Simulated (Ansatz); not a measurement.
The system is CuO.

```
CELL_PARAMETERS angstrom
2.30558 -1.72961 0.07281
2.31576 1.74354 0.04815
-0.70809 -0.03897 5.12907
ATOMIC_POSITIONS crystal
Cu 0.01425 0.47965 0.06043
Cu 0.47088 0.15407 0.47412
O 0.56927 0.29603 0.26394
O 0.44560 0.57025 0.70150
```

The cell isn't the ideal one: all atoms moved at random, sigma 0.25 Å a component, cell strained at random, sigma 0.03.

Base run:

| Quantity | Value |
| --- | --- |
| Program | Ansatz 0.2.0 |
| Functional | PBE |
| Potentials or basis | Ansatz PAW |
| Cutoff | 420 eV (not typed: the program's choice for these potentials) |
| k mesh | 10 × 10 × 5 |
| Occupations | fermi-dirac, width 0.05 eV |
| Spin | no spin polarisation |
| Hubbard terms | Cu d U = 3 eV |

Its results: band gap on the k mesh none (metal or under the smearing width); pressure 98.6 GPa; largest force 42.448 eV/Å.

**Question.** The run is repeated on the same cell with these changes: hubbard terms from Cu d U = 3 eV to none; hubbard projectors from ortho-atomic (the default) to none. What comes out?

**Answer.** Band gap on the k mesh none (metal or under the smearing width); pressure 97.2 GPa; largest force 42.017 eV/Å.

Caveats: the cell as given lies far from equilibrium; the run has no spin polarisation, though such a crystal can be magnetic; forces of over 1 eV/Å show positions far from the minimum, so gaps and moduli don't describe the material at rest; U without spin polarisation on a metal has little footing (some runs); semilocal functionals often make such compounds metallic where correlation or magnetic order opens a gap, which also shifts bond lengths (some runs).
